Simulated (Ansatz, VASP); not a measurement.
**Hf in VASP and in Ansatz**

```
Hf
1.0
     0.04440    2.24220    2.24220
     2.24220    0.04440    2.24220
     2.24220    2.24220    0.04440
Hf
1
Direct
  0.00000 0.00000 0.00000
```

Change from the starting cell: equal xy, yz and zx shear strains of +2 %, crystal datasets.

Alike in both runs: task electric field gradients; functional PBE; k mesh 13 × 13 × 13; occupations fermi-dirac, width 0.03 eV; no spin polarisation.

```csv
,VASP,Ansatz
version,VASP 6.6.1,Ansatz 0.2.0
potentials or method,"VASP PAW PBE potentials, release 64 (Hf_pv), cutoff 520 eV","all-electron PAW with datasets made for the crystal, scalar-relativistic"
```

VASP gave:

```
pressure (GPa)                                                 : 2.9
largest component of the traceless stress (GPa)                : 1.40
Vzz of the field gradient on the site that differs most (V/Å²) : -36.9
```

Task: Which values does Ansatz return?

Result: Pressure (GPa): 3.4; largest component of the traceless stress (GPa): 1.41; Vzz of the field gradient on the site that differs most (V/Å²): -36.5.

Ansatz ran all-electron here, so the differences hold the error of VASP's frozen core and of both bases. Ansatz warned: «gradients_without_spin_orbit».

The runs have no spin-orbit coupling, so splittings on Hf are missing.
